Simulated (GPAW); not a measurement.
The system is MoS2.

```xyz
3
Lattice="3.2275 0.0000 0.0000 -1.6137 2.7951 0.0000 0.0000 0.0000 6.3125" Properties=species:S:1:pos:R:3 pbc="T T T"
Mo    0.0000    0.0000    3.1562
S     1.6137    0.9317    4.7008
S     0.0000    1.8634    1.6117
```

Measurements of this composition are mostly on another form, of space group No. 194.

| Item | Value |
| --- | --- |
| Program | GPAW 26.7.0 |
| Task | relaxation of cell and atoms |
| Functional | BLYP |
| Dispersion | D3(BJ) |
| Potentials or basis | PAW data sets generated in the run's folder for this functional |
| Cutoff | 600 eV |
| Basis | pw |
| k mesh | 7 × 7 × 3 |
| Occupations | fermi-dirac, width 0.05 eV |
| Spin | no spin polarisation |

At the start: pressure -0.1 GPa; volume 18.98 Å³/atom.

Question: How do energy, volume and symmetry change on relaxing?

Answer: Over 13 steps the energy falls by 47.3 meV/atom and the volume is 16.91 Å³/atom (-10.9 %); space group P-3m1 (No. 164, to 0.05 Å).

Step by step:
```tsv
step	energy change (eV)	largest force (eV/Å)	pressure (GPa)	volume (Å³)
1	0.0000	0.5602	-0.09	56.94
2	-0.0080	0.4348	-0.77	56.94
3	-0.0280	0.0018	-2.95	56.59
4	-0.0370	0.1285	-3.37	56.11
5	-0.0670	0.4042	-3.27	53.82
6	-0.0848	0.3941	-1.61	52.02
7	-0.0981	0.1679	0.65	51.03
8	-0.1060	0.0732	1.94	50.89
9	-0.1128	0.2011	2.43	50.82
10	-0.1295	0.3503	2.67	50.53
11	-0.1378	0.2576	1.67	50.52
12	-0.1416	0.0749	0.26	50.79
13	-0.1420	0.0034	0.00	50.73
```

Final structure:
```xyz
3
Lattice="3.2314 0.0000 0.0000 -1.6157 2.7985 0.0000 0.0000 0.0000 5.6102" Properties=species:S:1:pos:R:3 pbc="T T T"
Mo    0.0000    0.0000    2.8051
S     1.6157    0.9328    4.3547
S     0.0000    1.8657    1.2555
```

Caveat: later steps reuse the first step's grids.
